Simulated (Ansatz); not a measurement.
The system is TaN.

```xyz
2
Lattice="0.0000 2.2113 2.2113 2.2113 0.0000 2.2113 2.2113 2.2113 0.0000" Properties=species:S:1:pos:R:3 pbc="T T T"
Ta    2.2113    2.2113    2.2113
N     0.0000    0.0000    0.0000
```

The cell comes from a database or a generator and needn't be the stable form of this composition.

- Program: Ansatz 0.2.0
- Task: relaxation of cell and atoms
- Functional: BLYP
- Dispersion: D3(BJ)
- Potentials or basis: all-electron LAPW, scalar-relativistic
- Basis error allowed: 0.001 eV/atom
- k mesh: 10 × 10 × 10
- Occupations: fermi-dirac, width 0.05 eV
- Spin: no spin polarisation

At the start: volume 10.81 Å³/atom.

How do energy, volume and symmetry change on relaxing?

Over 5 steps the energy falls by 4.6 meV/atom and the volume is 10.60 Å³/atom (-2.0 %); space group Fm-3m (No. 225, to 0.05 Å).

Step by step:
```tsv
step	energy change (eV)	largest force (eV/Å)	volume (Å³)
1	0.0000	0.0000	21.63
2	-0.0075	0.0000	21.01
3	-0.0091	0.0000	21.20
4	-0.0091	0.0000	21.19
5	-0.0091	0.0000	21.19
```

Final structure:
```
CELL_PARAMETERS angstrom
0.00000 2.19636 2.19636
2.19636 0.00000 2.19636
2.19636 2.19636 0.00000
ATOMIC_POSITIONS crystal
Ta 0.50000 0.50000 0.50000
N 0.00000 0.00000 0.00000
```
